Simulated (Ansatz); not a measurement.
Runs of Ansatz 0.2.0 on FeO (Wuestite). Symmetry: R-3m, No. 166, trigonal system. The conventional cell has a = 3.038 Å, b = 3.038 Å, c = 7.559 Å, α = 90.00°, β = 90.00°, γ = 120.00°. Fe (site symmetry -3m) has 6 O at 2.16 Å as nearest neighbours. Around O (site symmetry -3m) lie 6 Fe at 2.16 Å. 

| level | U | gap on the mesh (eV) | pressure (GPa) | moment (μB) |
| --- | --- | --- | --- | --- |
| PBEsol+U | Fe d U = 4 eV | 0.90 | (b) | 4.00 |
| PBEsol | - | none | (a) | 4.00 |
| PBEsol+U | Fe d U = 6 eV | 1.14 | 6.0 | 4.00 |
| PBEsol+U | Fe d U = 2 eV | none | -2.5 | 4.00 |

Alike in all rows: task density of states; potentials or basis all-electron LAPW, scalar-relativistic; spin collinear, ferromagnetic start; cell as given; k mesh 11 × 11 × 11; cutoff (eV) 348; smearing fermi-dirac 0.05 eV; basis error allowed 0.001 eV/atom.

Problem. Estimate the missing entries.

Solution. (a) -9.5; (b) 2.5.

Caveats: a cell with one magnetic atom can't hold antiferromagnetic order, which such compounds often take; the density of states is complete only up to the lowest level of the last band computed; the magnetic state may not be the lowest (some runs); U is the effective U less J, on atomic orbitals that reach past the spheres (some runs); an odd mesh through Γ misses points on the zone boundary, where band edges often lie (some runs); semilocal functionals often make such compounds metallic where correlation or magnetic order opens a gap, which also shifts bond lengths (some runs).

A gap of «none» marks a metal or a gap under the smearing width.
